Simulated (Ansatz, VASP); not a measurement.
# Cross-check of GaSb between VASP and Ansatz

Wanted: the spread between two codes on one cell, functional and k mesh. The cell is taken from a series of runs on this material, whose earlier steps may have relaxed, scaled, displaced or heated it; both programs get it as it stands.

Calculated with Ansatz 0.2.0; plane waves, with VASP 6.6.1 beside it; zone-centre phonons at PBEsol.

## (1) The starting structure

Symmetry: Imm2, No. 44, orthorhombic system. Conventional cell: a = 4.235 Å, b = 4.325 Å, c = 6.165 Å, α = 90.00°, β = 90.00°, γ = 90.00°. Nearest to Ga lie 4 Sb at 2.63 to 2.64 Å. Nearest to Sb lie 4 Ga at 2.63 to 2.64 Å. Farther neighbours are not listed.

Structure file:

```xyz
2
Lattice="-0.0317 3.0263 3.0823 3.0263 -0.0317 3.0823 2.9947 2.9947 0.0000" Properties=species:S:1:pos:R:3 pbc="T T T"
Ga    2.9948    2.9948    0.0096
Sb    4.4919    4.4919    4.6138
```

## (2) VASP: zone-centre phonons, PBEsol

Second derivatives magnify differences that forces hide, and they need a tight electronic threshold.

Lines of VASP's logs that name or quote its potential files are left out, and so is its time.

Contents of INCAR:

```
SYSTEM = GaSb
PREC = Accurate
ENCUT = 500
EDIFF = 1E-08
NELM = 120
ISMEAR = 0
SIGMA = 0.015
LREAL = .FALSE.
ALGO = Normal
GGA = PS
NBANDS = 15
LORBIT = 11
LWAVE = .FALSE.
LCHARG = .FALSE.
ISIF = 2
ISYM = 2
IBRION = 8
LASPH = .TRUE.
GGA_COMPAT = .FALSE.
EFERMI = MIDGAP
KPAR = 2
```

Contents of POSCAR:

```
GaSb
1.0
   -0.0316674717      3.0263425381      3.0822610867
    3.0263425381     -0.0316674717      3.0822610867
    2.9946750664      2.9946750664      0.0000000000
Ga Sb
1 1
Direct
    0.0015542500      0.0015542500      0.9984722912
    0.7484457500      0.7484457500      0.7515277088
```

Contents of KPOINTS:

```
Points of the shifted mesh
1728
Reciprocal
 0.0416666667  0.0416666667  0.0416666667 1
 0.0416666667  0.0416666667  0.1250000000 1
 0.0416666667  0.0416666667  0.2083333333 1
 0.0416666667  0.0416666667  0.2916666667 1
 0.0416666667  0.0416666667  0.3750000000 1
 0.0416666667  0.0416666667  0.4583333333 1
 0.0416666667  0.0416666667  0.5416666667 1
 0.0416666667  0.0416666667  0.6250000000 1
 0.0416666667  0.0416666667  0.7083333333 1
 0.0416666667  0.0416666667  0.7916666667 1
 0.0416666667  0.0416666667  0.8750000000 1
 0.0416666667  0.0416666667  0.9583333333 1
 0.0416666667  0.1250000000  0.0416666667 1
 0.0416666667  0.1250000000  0.1250000000 1
 0.0416666667  0.1250000000  0.2083333333 1
 0.0416666667  0.1250000000  0.2916666667 1
 0.0416666667  0.1250000000  0.3750000000 1
 0.0416666667  0.1250000000  0.4583333333 1
 0.0416666667  0.1250000000  0.5416666667 1
 0.0416666667  0.1250000000  0.6250000000 1
 0.0416666667  0.1250000000  0.7083333333 1
 0.0416666667  0.1250000000  0.7916666667 1
 0.0416666667  0.1250000000  0.8750000000 1
 0.0416666667  0.1250000000  0.9583333333 1
 0.0416666667  0.2083333333  0.0416666667 1
 0.0416666667  0.2083333333  0.1250000000 1
 0.0416666667  0.2083333333  0.2083333333 1
 0.0416666667  0.2083333333  0.2916666667 1
 0.0416666667  0.2083333333  0.3750000000 1
 0.0416666667  0.2083333333  0.4583333333 1
 0.0416666667  0.2083333333  0.5416666667 1
 0.0416666667  0.2083333333  0.6250000000 1
 0.0416666667  0.2083333333  0.7083333333 1
 0.0416666667  0.2083333333  0.7916666667 1
 0.0416666667  0.2083333333  0.8750000000 1
 0.0416666667  0.2083333333  0.9583333333 1
 0.0416666667  0.2916666667  0.0416666667 1
 0.0416666667  0.2916666667  0.1250000000 1
 0.0416666667  0.2916666667  0.2083333333 1
 0.0416666667  0.2916666667  0.2916666667 1
 0.0416666667  0.2916666667  0.3750000000 1
 0.0416666667  0.2916666667  0.4583333333 1
 0.0416666667  0.2916666667  0.5416666667 1
 0.0416666667  0.2916666667  0.6250000000 1
 0.0416666667  0.2916666667  0.7083333333 1
 0.0416666667  0.2916666667  0.7916666667 1
 0.0416666667  0.2916666667  0.8750000000 1
 0.0416666667  0.2916666667  0.9583333333 1
 0.0416666667  0.3750000000  0.0416666667 1
 0.0416666667  0.3750000000  0.1250000000 1
 0.0416666667  0.3750000000  0.2083333333 1
 0.0416666667  0.3750000000  0.2916666667 1
 0.0416666667  0.3750000000  0.3750000000 1
 0.0416666667  0.3750000000  0.4583333333 1
 0.0416666667  0.3750000000  0.5416666667 1
 0.0416666667  0.3750000000  0.6250000000 1
 0.0416666667  0.3750000000  0.7083333333 1
 0.0416666667  0.3750000000  0.7916666667 1
 0.0416666667  0.3750000000  0.8750000000 1
 0.0416666667  0.3750000000  0.9583333333 1
 0.0416666667  0.4583333333  0.0416666667 1
 0.0416666667  0.4583333333  0.1250000000 1
 0.0416666667  0.4583333333  0.2083333333 1
 0.0416666667  0.4583333333  0.2916666667 1
 0.0416666667  0.4583333333  0.3750000000 1
 0.0416666667  0.4583333333  0.4583333333 1
 0.0416666667  0.4583333333  0.5416666667 1
 0.0416666667  0.4583333333  0.6250000000 1
 0.0416666667  0.4583333333  0.7083333333 1
 0.0416666667  0.4583333333  0.7916666667 1
 0.0416666667  0.4583333333  0.8750000000 1
 0.0416666667  0.4583333333  0.9583333333 1
 0.0416666667  0.5416666667  0.0416666667 1
 0.0416666667  0.5416666667  0.1250000000 1
 0.0416666667  0.5416666667  0.2083333333 1
 0.0416666667  0.5416666667  0.2916666667 1
 0.0416666667  0.5416666667  0.3750000000 1
 0.0416666667  0.5416666667  0.4583333333 1
 0.0416666667  0.5416666667  0.5416666667 1
 0.0416666667  0.5416666667  0.6250000000 1
 0.0416666667  0.5416666667  0.7083333333 1
 0.0416666667  0.5416666667  0.7916666667 1
 0.0416666667  0.5416666667  0.8750000000 1
 0.0416666667  0.5416666667  0.9583333333 1
 0.0416666667  0.6250000000  0.0416666667 1
 0.0416666667  0.6250000000  0.1250000000 1
 0.0416666667  0.6250000000  0.2083333333 1
 0.0416666667  0.6250000000  0.2916666667 1
 0.0416666667  0.6250000000  0.3750000000 1
 0.0416666667  0.6250000000  0.4583333333 1
 0.0416666667  0.6250000000  0.5416666667 1
 0.0416666667  0.6250000000  0.6250000000 1
 0.0416666667  0.6250000000  0.7083333333 1
 0.0416666667  0.6250000000  0.7916666667 1
 0.0416666667  0.6250000000  0.8750000000 1
 0.0416666667  0.6250000000  0.9583333333 1
 0.0416666667  0.7083333333  0.0416666667 1
 0.0416666667  0.7083333333  0.1250000000 1
 0.0416666667  0.7083333333  0.2083333333 1
 0.0416666667  0.7083333333  0.2916666667 1
 0.0416666667  0.7083333333  0.3750000000 1
 0.0416666667  0.7083333333  0.4583333333 1
 0.0416666667  0.7083333333  0.5416666667 1
 0.0416666667  0.7083333333  0.6250000000 1
 0.0416666667  0.7083333333  0.7083333333 1
 0.0416666667  0.7083333333  0.7916666667 1
 0.0416666667  0.7083333333  0.8750000000 1
 0.0416666667  0.7083333333  0.9583333333 1
 0.0416666667  0.7916666667  0.0416666667 1
 0.0416666667  0.7916666667  0.1250000000 1
 0.0416666667  0.7916666667  0.2083333333 1
 0.0416666667  0.7916666667  0.2916666667 1
[... 1390 lines left out ...]
 0.8750000000  0.4583333333  0.1250000000 1
 0.8750000000  0.4583333333  0.2083333333 1
 0.8750000000  0.4583333333  0.2916666667 1
 0.8750000000  0.4583333333  0.3750000000 1
 0.8750000000  0.4583333333  0.4583333333 1
 0.8750000000  0.4583333333  0.5416666667 1
 0.8750000000  0.4583333333  0.6250000000 1
 0.8750000000  0.4583333333  0.7083333333 1
 0.8750000000  0.4583333333  0.7916666667 1
 0.8750000000  0.4583333333  0.8750000000 1
 0.8750000000  0.4583333333  0.9583333333 1
 0.8750000000  0.5416666667  0.0416666667 1
 0.8750000000  0.5416666667  0.1250000000 1
 0.8750000000  0.5416666667  0.2083333333 1
 0.8750000000  0.5416666667  0.2916666667 1
 0.8750000000  0.5416666667  0.3750000000 1
 0.8750000000  0.5416666667  0.4583333333 1
 0.8750000000  0.5416666667  0.5416666667 1
 0.8750000000  0.5416666667  0.6250000000 1
 0.8750000000  0.5416666667  0.7083333333 1
 0.8750000000  0.5416666667  0.7916666667 1
 0.8750000000  0.5416666667  0.8750000000 1
 0.8750000000  0.5416666667  0.9583333333 1
 0.8750000000  0.6250000000  0.0416666667 1
 0.8750000000  0.6250000000  0.1250000000 1
 0.8750000000  0.6250000000  0.2083333333 1
 0.8750000000  0.6250000000  0.2916666667 1
 0.8750000000  0.6250000000  0.3750000000 1
 0.8750000000  0.6250000000  0.4583333333 1
 0.8750000000  0.6250000000  0.5416666667 1
 0.8750000000  0.6250000000  0.6250000000 1
 0.8750000000  0.6250000000  0.7083333333 1
 0.8750000000  0.6250000000  0.7916666667 1
 0.8750000000  0.6250000000  0.8750000000 1
 0.8750000000  0.6250000000  0.9583333333 1
 0.8750000000  0.7083333333  0.0416666667 1
 0.8750000000  0.7083333333  0.1250000000 1
 0.8750000000  0.7083333333  0.2083333333 1
 0.8750000000  0.7083333333  0.2916666667 1
 0.8750000000  0.7083333333  0.3750000000 1
 0.8750000000  0.7083333333  0.4583333333 1
 0.8750000000  0.7083333333  0.5416666667 1
 0.8750000000  0.7083333333  0.6250000000 1
 0.8750000000  0.7083333333  0.7083333333 1
 0.8750000000  0.7083333333  0.7916666667 1
 0.8750000000  0.7083333333  0.8750000000 1
 0.8750000000  0.7083333333  0.9583333333 1
 0.8750000000  0.7916666667  0.0416666667 1
 0.8750000000  0.7916666667  0.1250000000 1
 0.8750000000  0.7916666667  0.2083333333 1
 0.8750000000  0.7916666667  0.2916666667 1
 0.8750000000  0.7916666667  0.3750000000 1
 0.8750000000  0.7916666667  0.4583333333 1
 0.8750000000  0.7916666667  0.5416666667 1
 0.8750000000  0.7916666667  0.6250000000 1
 0.8750000000  0.7916666667  0.7083333333 1
 0.8750000000  0.7916666667  0.7916666667 1
 0.8750000000  0.7916666667  0.8750000000 1
 0.8750000000  0.7916666667  0.9583333333 1
 0.8750000000  0.8750000000  0.0416666667 1
 0.8750000000  0.8750000000  0.1250000000 1
 0.8750000000  0.8750000000  0.2083333333 1
 0.8750000000  0.8750000000  0.2916666667 1
 0.8750000000  0.8750000000  0.3750000000 1
 0.8750000000  0.8750000000  0.4583333333 1
 0.8750000000  0.8750000000  0.5416666667 1
 0.8750000000  0.8750000000  0.6250000000 1
 0.8750000000  0.8750000000  0.7083333333 1
 0.8750000000  0.8750000000  0.7916666667 1
 0.8750000000  0.8750000000  0.8750000000 1
 0.8750000000  0.8750000000  0.9583333333 1
 0.8750000000  0.9583333333  0.0416666667 1
 0.8750000000  0.9583333333  0.1250000000 1
 0.8750000000  0.9583333333  0.2083333333 1
 0.8750000000  0.9583333333  0.2916666667 1
 0.8750000000  0.9583333333  0.3750000000 1
 0.8750000000  0.9583333333  0.4583333333 1
 0.8750000000  0.9583333333  0.5416666667 1
 0.8750000000  0.9583333333  0.6250000000 1
 0.8750000000  0.9583333333  0.7083333333 1
 0.8750000000  0.9583333333  0.7916666667 1
 0.8750000000  0.9583333333  0.8750000000 1
 0.8750000000  0.9583333333  0.9583333333 1
 0.9583333333  0.0416666667  0.0416666667 1
 0.9583333333  0.0416666667  0.1250000000 1
 0.9583333333  0.0416666667  0.2083333333 1
 0.9583333333  0.0416666667  0.2916666667 1
 0.9583333333  0.0416666667  0.3750000000 1
 0.9583333333  0.0416666667  0.4583333333 1
 0.9583333333  0.0416666667  0.5416666667 1
 0.9583333333  0.0416666667  0.6250000000 1
 0.9583333333  0.0416666667  0.7083333333 1
 0.9583333333  0.0416666667  0.7916666667 1
 0.9583333333  0.0416666667  0.8750000000 1
 0.9583333333  0.0416666667  0.9583333333 1
 0.9583333333  0.1250000000  0.0416666667 1
 0.9583333333  0.1250000000  0.1250000000 1
 0.9583333333  0.1250000000  0.2083333333 1
 0.9583333333  0.1250000000  0.2916666667 1
 0.9583333333  0.1250000000  0.3750000000 1
 0.9583333333  0.1250000000  0.4583333333 1
 0.9583333333  0.1250000000  0.5416666667 1
 0.9583333333  0.1250000000  0.6250000000 1
 0.9583333333  0.1250000000  0.7083333333 1
 0.9583333333  0.1250000000  0.7916666667 1
 0.9583333333  0.1250000000  0.8750000000 1
 0.9583333333  0.1250000000  0.9583333333 1
 0.9583333333  0.2083333333  0.0416666667 1
 0.9583333333  0.2083333333  0.1250000000 1
 0.9583333333  0.2083333333  0.2083333333 1
 0.9583333333  0.2083333333  0.2916666667 1
 0.9583333333  0.2083333333  0.3750000000 1
 0.9583333333  0.2083333333  0.4583333333 1
 0.9583333333  0.2083333333  0.5416666667 1
 0.9583333333  0.2083333333  0.6250000000 1
 0.9583333333  0.2083333333  0.7083333333 1
 0.9583333333  0.2083333333  0.7916666667 1
 0.9583333333  0.2083333333  0.8750000000 1
 0.9583333333  0.2083333333  0.9583333333 1
 0.9583333333  0.2916666667  0.0416666667 1
 0.9583333333  0.2916666667  0.1250000000 1
 0.9583333333  0.2916666667  0.2083333333 1
 0.9583333333  0.2916666667  0.2916666667 1
 0.9583333333  0.2916666667  0.3750000000 1
 0.9583333333  0.2916666667  0.4583333333 1
 0.9583333333  0.2916666667  0.5416666667 1
 0.9583333333  0.2916666667  0.6250000000 1
 0.9583333333  0.2916666667  0.7083333333 1
 0.9583333333  0.2916666667  0.7916666667 1
 0.9583333333  0.2916666667  0.8750000000 1
 0.9583333333  0.2916666667  0.9583333333 1
 0.9583333333  0.3750000000  0.0416666667 1
 0.9583333333  0.3750000000  0.1250000000 1
 0.9583333333  0.3750000000  0.2083333333 1
 0.9583333333  0.3750000000  0.2916666667 1
 0.9583333333  0.3750000000  0.3750000000 1
 0.9583333333  0.3750000000  0.4583333333 1
 0.9583333333  0.3750000000  0.5416666667 1
 0.9583333333  0.3750000000  0.6250000000 1
 0.9583333333  0.3750000000  0.7083333333 1
 0.9583333333  0.3750000000  0.7916666667 1
 0.9583333333  0.3750000000  0.8750000000 1
 0.9583333333  0.3750000000  0.9583333333 1
 0.9583333333  0.4583333333  0.0416666667 1
 0.9583333333  0.4583333333  0.1250000000 1
 0.9583333333  0.4583333333  0.2083333333 1
 0.9583333333  0.4583333333  0.2916666667 1
 0.9583333333  0.4583333333  0.3750000000 1
 0.9583333333  0.4583333333  0.4583333333 1
 0.9583333333  0.4583333333  0.5416666667 1
 0.9583333333  0.4583333333  0.6250000000 1
 0.9583333333  0.4583333333  0.7083333333 1
 0.9583333333  0.4583333333  0.7916666667 1
 0.9583333333  0.4583333333  0.8750000000 1
 0.9583333333  0.4583333333  0.9583333333 1
 0.9583333333  0.5416666667  0.0416666667 1
 0.9583333333  0.5416666667  0.1250000000 1
 0.9583333333  0.5416666667  0.2083333333 1
 0.9583333333  0.5416666667  0.2916666667 1
 0.9583333333  0.5416666667  0.3750000000 1
 0.9583333333  0.5416666667  0.4583333333 1
 0.9583333333  0.5416666667  0.5416666667 1
 0.9583333333  0.5416666667  0.6250000000 1
 0.9583333333  0.5416666667  0.7083333333 1
 0.9583333333  0.5416666667  0.7916666667 1
 0.9583333333  0.5416666667  0.8750000000 1
 0.9583333333  0.5416666667  0.9583333333 1
 0.9583333333  0.6250000000  0.0416666667 1
 0.9583333333  0.6250000000  0.1250000000 1
 0.9583333333  0.6250000000  0.2083333333 1
 0.9583333333  0.6250000000  0.2916666667 1
 0.9583333333  0.6250000000  0.3750000000 1
 0.9583333333  0.6250000000  0.4583333333 1
 0.9583333333  0.6250000000  0.5416666667 1
 0.9583333333  0.6250000000  0.6250000000 1
 0.9583333333  0.6250000000  0.7083333333 1
 0.9583333333  0.6250000000  0.7916666667 1
 0.9583333333  0.6250000000  0.8750000000 1
 0.9583333333  0.6250000000  0.9583333333 1
 0.9583333333  0.7083333333  0.0416666667 1
 0.9583333333  0.7083333333  0.1250000000 1
 0.9583333333  0.7083333333  0.2083333333 1
 0.9583333333  0.7083333333  0.2916666667 1
 0.9583333333  0.7083333333  0.3750000000 1
 0.9583333333  0.7083333333  0.4583333333 1
 0.9583333333  0.7083333333  0.5416666667 1
 0.9583333333  0.7083333333  0.6250000000 1
 0.9583333333  0.7083333333  0.7083333333 1
 0.9583333333  0.7083333333  0.7916666667 1
 0.9583333333  0.7083333333  0.8750000000 1
 0.9583333333  0.7083333333  0.9583333333 1
 0.9583333333  0.7916666667  0.0416666667 1
 0.9583333333  0.7916666667  0.1250000000 1
 0.9583333333  0.7916666667  0.2083333333 1
 0.9583333333  0.7916666667  0.2916666667 1
 0.9583333333  0.7916666667  0.3750000000 1
 0.9583333333  0.7916666667  0.4583333333 1
 0.9583333333  0.7916666667  0.5416666667 1
 0.9583333333  0.7916666667  0.6250000000 1
 0.9583333333  0.7916666667  0.7083333333 1
 0.9583333333  0.7916666667  0.7916666667 1
 0.9583333333  0.7916666667  0.8750000000 1
 0.9583333333  0.7916666667  0.9583333333 1
 0.9583333333  0.8750000000  0.0416666667 1
 0.9583333333  0.8750000000  0.1250000000 1
 0.9583333333  0.8750000000  0.2083333333 1
 0.9583333333  0.8750000000  0.2916666667 1
 0.9583333333  0.8750000000  0.3750000000 1
 0.9583333333  0.8750000000  0.4583333333 1
 0.9583333333  0.8750000000  0.5416666667 1
 0.9583333333  0.8750000000  0.6250000000 1
 0.9583333333  0.8750000000  0.7083333333 1
 0.9583333333  0.8750000000  0.7916666667 1
 0.9583333333  0.8750000000  0.8750000000 1
 0.9583333333  0.8750000000  0.9583333333 1
 0.9583333333  0.9583333333  0.0416666667 1
 0.9583333333  0.9583333333  0.1250000000 1
 0.9583333333  0.9583333333  0.2083333333 1
 0.9583333333  0.9583333333  0.2916666667 1
 0.9583333333  0.9583333333  0.3750000000 1
 0.9583333333  0.9583333333  0.4583333333 1
 0.9583333333  0.9583333333  0.5416666667 1
 0.9583333333  0.9583333333  0.6250000000 1
 0.9583333333  0.9583333333  0.7083333333 1
 0.9583333333  0.9583333333  0.7916666667 1
 0.9583333333  0.9583333333  0.8750000000 1
 0.9583333333  0.9583333333  0.9583333333 1
```

Potentials, in the order of the species: Ga_d and Sb (PBE family, release 64).

Started as:

```sh
> mpirun -np 2 vasp_std
```

Numbers of over 12 decimals in the logs are rounded to 6 here.

The program printed:

```text
[banner, memory and clock lines left out]
running    2 mpi-ranks, on    1 nodes
[...]
|                                                                             |
|               ----> ADVICE to this user running VASP <----                  |
|                                                                             |
|     You enforced a specific xc type in the INCAR file but a different       |
|     [... a line on the potential file left out ...]
|     I HOPE YOU KNOW WHAT YOU ARE DOING!                                     |
|                                                                             |

 LDA part: xc-table for (Slater+PW92), standard interpolation
 POSCAR, INCAR and KPOINTS ok, starting setup
[...]
entering main loop
       N       E                     dE             d eps       ncg     rms          rms(c)
DAV:   1     0.796048127078E+02    0.79605E+02   -0.85156E+03 52383   0.145E+03
DAV:   2    -0.215887034546E+01   -0.81764E+02   -0.78859E+02 60128   0.299E+02
DAV:   3    -0.814422798733E+01   -0.59854E+01   -0.59672E+01 61976   0.668E+01
DAV:   4    -0.824961894764E+01   -0.10539E+00   -0.10537E+00 64324   0.999E+00
[...]
DAV:  13    -0.814944566484E+01    0.18154E-07   -0.45544E-08 59387   0.142E-03    0.481E-04
DAV:  14    -0.814944570418E+01   -0.39341E-07   -0.36746E-09 53598   0.786E-04    0.824E-05
DAV:  15    -0.814944571166E+01   -0.74797E-08   -0.69629E-10 35867   0.331E-04
   1 F= -.81494457E+01 E0= -.81494457E+01  d E =-.809533E-57
 Linear response reoptimize wavefunctions to high precision
DAV:   1    -0.814944570928E+01    0.23851E-08   -0.15888E-10 40473   0.155E-04
DAV:   2    -0.814944570928E+01   -0.27285E-11   -0.42763E-11 31443   0.673E-05
 Linear response DOF=           4
 Linear response progress:
  Degree of freedom:   1/  4
       N       E                     dE             d eps       ncg     rms          rms(c)
RMM:   1    -0.165911493396E+00   -0.16591E+00    0.73437E-02 64692   0.809E+00
RMM:   2    -0.164790294270E+00    0.11212E-02   -0.28079E-02 98108   0.137E+00    0.392E-02
RMM:   3    -0.164862793366E+00   -0.72499E-04   -0.37976E-03102223   0.441E-01    0.262E-02
RMM:   4    -0.164778471565E+00    0.84322E-04   -0.19201E-03110917   0.204E-01    0.135E-02
[...]
RMM:  14    -0.164754165025E+00    0.24959E-07    0.15755E-08107802   0.675E-05    0.319E-06
RMM:  15    -0.164754191307E+00   -0.26282E-07   -0.18192E-09107187   0.380E-05    0.266E-07
RMM:  16    -0.164754186564E+00    0.47426E-08   -0.78158E-09 99821   0.229E-05    0.113E-06
 first order change of Fermi-energy  -0.16491E+01
 force on displaced ion       1 direction 1 :  -8.165  -0.141  -0.001
 Linear response progress:
  Degree of freedom:   2/  4
       N       E                     dE             d eps       ncg     rms          rms(c)
RMM:   1    -0.166121206524E+00   -0.16612E+00    0.63394E-02 64680   0.800E+00
RMM:   2    -0.164816847382E+00    0.13044E-02   -0.26998E-02 98177   0.135E+00    0.390E-02
RMM:   3    -0.164965938811E+00   -0.14909E-03   -0.34911E-03102598   0.421E-01    0.266E-02
RMM:   4    -0.164849750375E+00    0.11619E-03   -0.14897E-03110637   0.193E-01    0.130E-02
[...]
RMM:  14    -0.164852677432E+00    0.42697E-07   -0.28331E-09104552   0.643E-05    0.508E-06
RMM:  15    -0.164852709246E+00   -0.31814E-07   -0.38092E-10104122   0.361E-05    0.113E-06
RMM:  16    -0.164852710236E+00   -0.98967E-09   -0.52841E-09102081   0.218E-05    0.156E-06
 first order change of Fermi-energy   0.20033E-01
 force on displaced ion       1 direction 3 :  -0.001  -0.001  -8.262
 Linear response progress:
  Degree of freedom:   3/  4
       N       E                     dE             d eps       ncg     rms          rms(c)
RMM:   1    -0.283720924928E-01   -0.28372E-01    0.49706E-03105420   0.137E+00
RMM:   2    -0.256465300702E-01    0.27256E-02   -0.35795E-03 94858   0.387E-01    0.660E-02
RMM:   3    -0.255887798406E-01    0.57750E-04   -0.20771E-04104824   0.104E-01    0.359E-02
RMM:   4    -0.256359887391E-01   -0.47209E-04   -0.41995E-05105119   0.447E-02    0.451E-03
[...]
RMM:   9    -0.256379788280E-01    0.93711E-07   -0.29919E-09105929   0.209E-04    0.165E-05
RMM:  10    -0.256379948957E-01   -0.16068E-07   -0.67488E-10103700   0.853E-05    0.377E-06
RMM:  11    -0.256379964893E-01   -0.15936E-08   -0.12836E-10105809   0.297E-05    0.400E-06
 first order change of Fermi-energy   0.16491E+01
 force on displaced ion       2 direction 1 :  -8.194  -0.137  -0.000
 Linear response progress:
  Degree of freedom:   4/  4
       N       E                     dE             d eps       ncg     rms          rms(c)
RMM:   1    -0.285593643671E-01   -0.28559E-01    0.42006E-03103945   0.138E+00
RMM:   2    -0.256604141289E-01    0.28990E-02   -0.36256E-03 95422   0.388E-01    0.670E-02
RMM:   3    -0.256131498965E-01    0.47264E-04   -0.20431E-04104609   0.103E-01    0.364E-02
RMM:   4    -0.256689030746E-01   -0.55753E-04   -0.41327E-05105069   0.445E-02    0.447E-03
[...]
RMM:   9    -0.256706350235E-01    0.92597E-07   -0.21308E-09106494   0.208E-04    0.147E-05
RMM:  10    -0.256706487474E-01   -0.13724E-07   -0.71378E-10104077   0.783E-05    0.109E-05
RMM:  11    -0.256706453828E-01    0.33646E-08   -0.14054E-10103900   0.281E-05    0.213E-06
 first order change of Fermi-energy  -0.20028E-01
 force on displaced ion       2 direction 3 :  -0.001  -0.001  -8.272
 Linear response finished
```

(Continued in part 2 of 2.)

[Lines on the potential files, build, host, timing and source positions are cut from VASP's logs without a mark.]

[Logs are printed without paths, hosts, clocks, repeated set-up lines and the standing remarks that a program may print on its own settings, such as how far it seeks lower states.]

[Hosts, paths, dates, database ids (printed as entryN), source tags and the programs' standing remarks are cut or masked in the printed files.]
